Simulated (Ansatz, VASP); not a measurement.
One calculation of BN, two programs

INCAR

```
SYSTEM = BN
  PREC = Accurate
  ENCUT = 520
  EDIFF = 1E-6
  ISMEAR = 0
  SIGMA = 0.1
  LREAL = .False.
  LASPH = .True.
  NELM = 60
  ALGO = Normal
  ISIF = 2
  LWAVE = .False.
  LCHARG = .False.
  GGA = PE
  NBANDS = 11
```

Contents of KPOINTS:

```
regular mesh
0
Gamma
  8 8 8
  0 0 0
```

Contents of POSCAR:

```
BN
1.0
    2.5080409239      0.0000000000      0.0000000000
   -1.2467107647      2.1762310413      0.0000000000
   -0.6306650796     -1.0881155206      3.0225400000
B N
1 1
Direct
    0.9796430000      0.9834990000      0.0018060000
    0.6685060000      0.3323850000      0.9849990000
```

Input for Ansatz:

```yaml
crystal:
  lattice:
    - [2.5080409239, 0.0, 0.0]
    - [-1.2467107647, 2.1762310413, 0.0]
    - [-0.6306650796, -1.0881155206, 3.02254]
  atoms:
    - { symbol: B, position: [0.979643, 0.983499, 0.001806] }
    - { symbol: "N", position: [0.668506, 0.332385, 0.984999] }
basis:
  ecutwfc: 420
kpoints:
  mp_grid: { grid: [8, 8, 8] }
hamiltonian:
  xc: pbe
scf:
  occupations: { method: gaussian, width: 0.1 }
output:
  forces: true
  stress: true
  eigenvalues: true
```

The cell comes from a database or a generator and needn't be the stable form of this composition.

Alike in both runs: task single point; functional PBE; k mesh 8 × 8 × 8; occupations gaussian, width 0.1 eV; no spin polarisation.

|  | VASP | Ansatz |
| --- | --- | --- |
| version | VASP 6.6.1 | Ansatz 0.2.0 |
| potentials or method | VASP PAW PBE potentials, release 64 (B, N) | scalar-relativistic, plane waves, PAW |
| plane-wave cutoff (eV) | 520 | 420 |
| valence electrons in the cell | 8 | 8 |

```csv
,VASP,Ansatz,Ansatz less VASP
gap on the k mesh at the Fermi level (eV),2.78,2.79,+0.009
least direct gap on the mesh (eV),4.51,4.51,+0.004
pressure (GPa),5.0,5.0,-0.04
largest component of the traceless stress (GPa),7.51,7.60,+0.095
rms of the force components (eV/Å),1.572,1.576,+0.0036
```

Atom by atom the forces differ by 0.004 eV/Å (rms over components). The functional is the same, so the differences come from potentials, cutoffs and numerics.

Caveats: forces of over 1 eV/Å show positions far from the minimum, so gaps and moduli don't describe the material at rest. Expect the measured gap to be larger: semilocal functionals such as PBE lack the derivative discontinuity. A k mesh can miss the band edges.
